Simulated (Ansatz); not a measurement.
**YN: the cell at several levels of theory**

An exercise on one series of results from a longer session: the logs are not shown, and one member is left open.

The runs shown are made with Ansatz 0.2.0. PAW datasets, plane waves, zero pressure. The values are computed, spin-unpolarised, and not measurements.

## Starting point

Space group Fm-3m (No. 225), cubic; conventional cell a = 4.877 Å, 14.50 Å³ an atom. Y has 6 N at 2.44 Å; N has 6 Y at 2.44 Å.

Structure file:

```
CELL_PARAMETERS angstrom
0.00000 2.43850 2.43850
2.43850 0.00000 2.43850
2.43850 2.43850 0.00000
ATOMIC_POSITIONS crystal
Y 0.00000 0.00000 0.00000
N 0.50000 0.50000 0.50000
```

Set-up of the first run:

input.yaml reads:

```yaml
crystal:
  lattice:
    - [0.0, 2.4385, 2.4385]
    - [2.4385, 0.0, 2.4385]
    - [2.4385, 2.4385, 0.0]
  atoms:
    - { symbol: "Y", position: [0.0, 0.0, 0.0] }
    - { symbol: "N", position: [0.5, 0.5, 0.5] }
kpoints:
  mp_grid: { grid: [8, 8, 8] }
hamiltonian:
  xc: pbe
scf:
  occupations: { method: fermi_dirac, width: 0.02 }
relax:
  f_tol: 0.005
  cell: {}
```

Launch:

```
> ansatz run input.yaml --threads 2 --pin off --max-ram 2211MiB --backend cpu --events-out ev --progress --plain --runs-dir out
```

Among the steps run: PBE: cell and atoms; Relaxing with r2SCAN; Relaxing with PBEsol; Relaxation with LDA; Relaxation with HSE06.

One of the session's tables, all rows but one given; the rest of the session is left out.

| level | a (Å) | volume (Å³/atom) |
| --- | --- | --- |
| PBE | ? | ? |
| r2SCAN | 4.896 | 14.671 |
| PBEsol | 4.857 | 14.321 |
| LDA | 4.820 | 14.000 |
| HSE06 | 4.883 | 14.552 |

Q: Estimate the row for PBE from the others.

**Answer.** a (Å): 4.906; volume (Å³/atom): 14.763. In the column «a (Å)» it is the highest.

What this shows: From the start to the first minimum the volume moved by +1.8 %. LDA gives the smallest cell and PBE the largest; they differ by 5.5 % in volume, a mean of 1.8 % in length. The meshes differ: PBE 8×8×8, r2SCAN 8×8×8, PBEsol 8×8×8, LDA 8×8×8, HSE06 6×6×6.
